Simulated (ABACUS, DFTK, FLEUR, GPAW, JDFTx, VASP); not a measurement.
KTaO3: equilibrium volume by level of theory

```xyz
5
Lattice="3.9883 0.0000 0.0000 0.0000 3.9883 0.0000 0.0000 0.0000 3.9883" Properties=species:S:1:pos:R:3 pbc="T T T"
Ta    0.0000    0.0000    0.0000
K     1.9942    1.9942    1.9942
O     0.0000    0.0000    1.9942
O     0.0000    1.9942    0.0000
O     1.9942    0.0000    0.0000
```

```tsv
rung	level	program and potentials	cutoff (eV)	k mesh	smearing	task	equilibrium volume (Å³/atom)	miss	notes
LDA	LDA	GPAW, the program's PAW data sets (release 1.2.1) made for this functional	800	7 × 7 × 7	fermi-dirac 0.05	equation of state	12.30	-3.1 %	-
LDA	LDA	VASP, LDA PAW files K_sv, O, Ta_pv, 600 eV	600	6 × 6 × 6	gaussian 0.02	relaxation of cell and atoms	(a)	?	-
GGA	PBE	VASP, PBE PAW files K_sv, O, Ta_pv, 600 eV	600	6 × 6 × 6	gaussian 0.02	relaxation of cell and atoms	13.07	+3.0 %	-
GGA + dispersion	PBE+D3(BJ)	VASP, PBE PAW files K_sv, O, Ta_pv, 600 eV	600	6 × 6 × 6	gaussian 0.02	relaxation of cell and atoms	(b)	?	-
GGA	PBEsol	ABACUS, PseudoDojo NC SR 0.4 PBEsol stringent, plane waves	1796	6 × 6 × 6	fermi-dirac 0.05	equation of state	12.63	-0.5 %	fit through 4 volumes
GGA	PBEsol	ABACUS, PseudoDojo NC SR 0.4.1 PBEsol standard, plane waves	1143	7 × 7 × 7	fermi-dirac 0.05	equation of state	12.58	-0.9 %	-
GGA	PBEsol	DFTK, PseudoDojo SR PBEsol 0.4.1 standard (PBEsol)	1143	7 × 7 × 7	fermi-dirac 0.05	equation of state	12.58	-0.9 %	-
GGA	PBEsol	FLEUR, all-electron, FLAPW	-	7 × 7 × 7	fermi-dirac 0.05	equation of state	(c)	?	-
GGA	PBEsol	JDFTx, PseudoDojo-SR-PBEsol-0.4.1-standard with smoothed tails	1143	7 × 7 × 7	fermi-dirac 0.05	equation of state	12.58	-0.9 %	-
GGA + dispersion	revPBE+D3(BJ)	GPAW, the program's PAW data sets (release 1.2.1) made for this functional	800	6 × 6 × 6	fermi-dirac 0.05	equation of state	12.96	+2.1 %	-
non-local van der Waals functional	BEEF-vdW	GPAW, GPAW PAW data sets (gpaw-data 1.2.1)	800	6 × 6 × 6	fermi-dirac 0.05	equation of state	13.23	+4.3 %	potentials made for PBE
meta-GGA	r2SCAN	VASP, PBE PAW files K_sv, O, Ta_pv, 600 eV	600	6 × 6 × 6	gaussian 0.02	relaxation of cell and atoms	12.75	+0.5 %	potentials made for PBE
```

All rows: no spin polarisation. Smearing widths are in eV. Meshes differ between rows, which moves values too. Meshes are those of the run's cell of 5 atoms unless a note names another. Relaxations start from the cell shown or near it and stop with a little pressure left. Misses use the values as printed. Runs on faulty files, with rough fits or with known faults for this quantity aren't shown. No row holds spin-orbit coupling.

Measured: 12.69 Å³/atom (arxiv:2208.05712). The runs are for a static lattice.

Q: Estimate the values left out from the other rows.

A: (a) 12.41 Å³/atom, miss -2.2 %; (b) 12.87 Å³/atom, miss +1.4 %; (c) 12.66 Å³/atom, miss -0.2 %.
